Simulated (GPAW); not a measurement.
Crystal: AlCu.

```
Cu Al
1.0
     2.99751    0.00000    0.00000
     0.00000    2.99751    0.00000
     0.00000    0.00000    2.99751
Cu Al
1 1
Cartesian
  1.4988 1.4988 1.4988
  0.0000 0.0000 0.0000
```

The cell comes from a database or a generator and needn't be the stable form of this composition.

| Quantity | Value |
| --- | --- |
| Program | GPAW 26.7.0 |
| Task | relaxation of cell and atoms |
| Functional | PBEsol |
| Potentials or basis | PAW data sets generated in the run's folder for this functional |
| Cutoff | 600 eV |
| Basis | pw |
| k mesh | 9 × 9 × 9 |
| Occupations | fermi-dirac, width 0.05 eV |
| Spin | no spin polarisation |

At the start: pressure -3.8 GPa; volume 13.47 Å³/atom.

Q: How do energy, volume and symmetry change on relaxing?

A: Over 3 steps the energy falls by 5.2 meV/atom and the volume is 13.01 Å³/atom (-3.4 %); space group Pm-3m (No. 221, to 0.05 Å).

Step by step:
```csv
step,energy change (eV),largest force (eV/Å),pressure (GPa),volume (Å³)
1,0.0000,0.0000,-3.83,26.93
2,-0.0039,0.0000,-3.09,26.75
3,-0.0105,0.0000,0.16,26.02
```

Final structure:
```
Cu Al
1.0
     2.96321    0.00000    0.00000
     0.00000    2.96321    0.00000
     0.00000    0.00000    2.96321
Cu Al
1 1
Direct
  0.50000 0.50000 0.50000
  0.00000 0.00000 0.00000
```

Caveat: with this Cu data set, volumes or pressures lay over 1.5 % or 2 GPa off other programs in two to four cells of ten; later steps reuse the first step's grids.
